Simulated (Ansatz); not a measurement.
ZnS (zincblende), relaxed with r2SCAN in the plane-wave code Ansatz. It is cubic, F-43m (No. 216); conventional cell a = 5.388 Å, 19.55 Å³ an atom. Zn has 4 S at 2.33 Å; S has 4 Zn at 2.33 Å.

The axes x, y and z are those of this cell:
```
CELL_PARAMETERS angstrom
0.00000 2.69409 2.69409
2.69409 0.00000 2.69409
2.69409 2.69409 0.00000
ATOMIC_POSITIONS crystal
Zn 0.00000 0.00000 0.00000
S 0.25000 0.25000 0.25000
```

Unstrained: PBE gives a direct gap of 2.147 eV at Γ. The r2SCAN gap is direct at Γ: 2.705 eV. With HSE06 the gap is 3.378 eV and direct, at Γ. Meshes: PBE 8×8×8, r2SCAN 8×8×8, HSE06 6×6×6. Strains are changes of length per length, and xy shears are angles. After each strain the atoms were relaxed again with r2SCAN within the symmetry that the strain leaves, so tilts or polar shifts that break it weren't tested; points keep the names that they have in the unstrained zone. No spin polarisation and no zero-point or thermal motion.

Q: Apply xy shear, engineering strain (angle) -4.84 %. How far does the gap move, against the unstrained cell?

A: PBE: the gap goes from 2.147 to 1.981 eV (-0.166 eV); with r2SCAN the top three valence levels at Γ, degenerate before, become 1+1+1 from the top over 266 meV. r2SCAN: the gap goes from 2.705 to 2.530 eV (-0.175 eV). HSE06: the gap goes from 3.378 to 3.198 eV (-0.180 eV). The r2SCAN energy rises by 7.2 meV an atom.

Q: Estimate what biaxial +4.12 % in x and y, z held does to the gap.

A: PBE: the gap goes from 2.147 to 1.715 eV (-0.432 eV); with r2SCAN the top three valence levels at Γ, degenerate before, become 1+2 from the top over 128 meV. r2SCAN: the gap goes from 2.705 to 2.250 eV (-0.455 eV). HSE06: the gap goes from 3.378 to 2.906 eV (-0.472 eV). The r2SCAN energy rises by 32.1 meV an atom.

Q: Apply epitaxial +4.61 % in the plane normal to [111], free normal strain -2.63 %. How far does the gap move, against the unstrained cell?

A: PBE: the gap goes from 2.147 to 1.637 eV (-0.510 eV); with r2SCAN the top three valence levels at Γ, degenerate before, become 1+2 from the top over 283 meV. r2SCAN: the gap goes from 2.705 to 2.156 eV (-0.549 eV). HSE06: the gap goes from 3.378 to 2.811 eV (-0.567 eV). The r2SCAN energy rises by 38.5 meV an atom.

The meshes of the hybrids are coarse, so their gaps aren't converged to the digits shown.

The splittings at Γ are without spin-orbit coupling, which regroups them where it is of like size or larger.
